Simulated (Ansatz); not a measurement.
CdS built on the zincblende prototype, relaxed with r2SCAN in Ansatz 0.2.0: space group F-43m (No. 216), cubic; a = 5.878 Å in the conventional setting, 25.39 Å³ an atom. Cd has 4 S at 2.55 Å; S has 4 Cd at 2.55 Å. It was then strained (uniaxial along z, other directions held), atoms relaxed again within the symmetry left. Unstrained, HSE06 gives 2.106 eV (Γ, 6×6×6 mesh), and the band edges keep their places in every row. Only one sign of strain is shown, since it lowers the symmetry, and equivalent edge states can then move with another slope on the other side. Stress is positive in compression. (Simulation; spin polarisation is off.)

Axes as in this cell:
```xyz
2
Lattice="0.0000 2.9392 2.9392 2.9392 0.0000 2.9392 2.9392 2.9392 0.0000" Properties=species:S:1:pos:R:3 pbc="T T T"
Cd    0.0000    0.0000    0.0000
S     1.4696    1.4696    1.4696
```

```csv
strain (%),ε,"ΔE_g, HSE06 (eV)","Δσ_zz, r2SCAN (GPa)"
+1.0,+0.0100,-0.035,-0.72
+1.22,+0.0122,-0.043,-0.88
+2.0,+0.0200,-0.071,-1.43
+2.5,+0.0250,-0.089,-1.78
+3.31,+0.0331,-0.119,-2.34
+4.0,+0.0400,-0.145,-2.80
```

**Fit ΔE_g = a x + b x² to these rows by least squares, with x = ε.** The normal equations take Σx² = 3.969e-03, Σx³ = 1.267e-04, Σx⁴ = 4.343e-06, ΣxΔE = -1.426e-02 and Σx²ΔE = -4.563e-04, and give a = -3.47 eV, b = -3.9 eV; the largest residual is 0.000 eV.

**Fit the change of σ_zz in the same way.** Δσ_zz = -73.0 x + (74) x² GPa. The slope, 73 GPa, is C₁₁ in these axes.

**Predict the withheld row at +3.0 % (x = +0.0300).** ΔE_g ≈ -3.47 × (+0.0300) + (-3.9) × (+0.0300)² = -0.108 eV, and Δσ_zz ≈ -2.12 GPa. The runs give -0.107 eV and -2.12 GPa, off by +0.001 eV and 0.00 GPa.

Spin-orbit coupling is left out.
